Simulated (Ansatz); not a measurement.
Cu₂O, space group Pn-3m, a scan of the Hubbard U

Computed with the Python package of Ansatz (0.2.0).

`cu2o.py`
```python
"""DFT+U scan for Cu2O."""

import ansatz as az
import numpy as np


def count_gap(report):
    # lowest empty less highest filled band, counting bands; zero where they overlap
    return max(report.get("gap_by_band_count_ev") or 0.0, 0.0)

vectors = np.array([
    [4.26, 0.0, 0.0],
    [0.0, 4.26, 0.0],
    [0.0, 0.0, 4.26],
])
cell = (
    az.Lattice.of(vectors)
    .atom("Cu", (0.25, 0.25, 0.25))
    .atom("Cu", (0.25, 0.75, 0.75))
    .atom("Cu", (0.75, 0.75, 0.25))
    .atom("Cu", (0.75, 0.25, 0.75))
    .atom("O", (0.0, 0.0, 0.0))
    .atom("O", (0.5, 0.5, 0.5))
)

setup = (
    cell.calculation()
    .functional("PBE")
    .kpoints(6, center="gamma")
    .occupations("Gaussian", width=0.02)
    .band_table()
)
rows = []
for u in [0.0, 2.0, 4.0, 6.0]:
    rep = setup.hubbard("Cu", "d", u_eff=u).run(threads=1).report
    shell = rep["hubbard"]["n_scf"]
    rows.append((u, count_gap(rep), sum(shell) / len(shell), rep["n_iterations"]))
print("      U_eff eV  gap by band count eV  Cu d occupation (projector)      iterations")
for row in rows:
    print(f"{str(row[0]):>14s}  {row[1]:20.3f}  {row[2]:27.4f}  {row[3]:14d}")
```

```console
$ python cu2o.py
DeckWarning: basis.ecutwfc = 420 eV, auto-derived from the records' recommended cutoffs: set by Cu (normal level)
      U_eff eV  gap by band count eV  Cu d occupation (projector)      iterations
           0.0                 0.534                       9.6519               9
           2.0                 0.669                       9.6917               9
           4.0                 0.793                       9.7289               9
           6.0                 0.910                       9.7632               9
```
(Warnings from the package without file and line.)

From U = 0 to 6 eV the gap on the mesh goes from 0.53 eV to 0.91 eV.

Reading the output:
- Spin is left out of this run.
- Semilocal gaps usually lie well under measured ones.
- A Hubbard U without spin forces both spins into the same orbitals, which can open a gap or pick a state that a spin-polarised run wouldn't.
- Of the deposited cell: the entry's cell lengths or inner coordinates differ somewhat from later room-temperature determinations.
- In a crystal with a gap the Fermi level's place inside it depends on smearing and mesh.
- The starting cell is as deposited in a crystallographic database; the results hold for this polymorph, which needn't be the stable one.
- Levels are Kohn-Sham eigenvalues on this mesh.
- Shell occupations and the effect of U depend on the projectors; a run with no .spin step is spin-unpolarised, and each U may end in a state that isn't the lowest.
- It ran for 36 s on 1 thread of Intel(R) Xeon(R) Platinum 8259CL CPU @ 2.50GHz (Skylake/Cascade Lake), with other jobs on the host, peak memory 0.46 GiB.
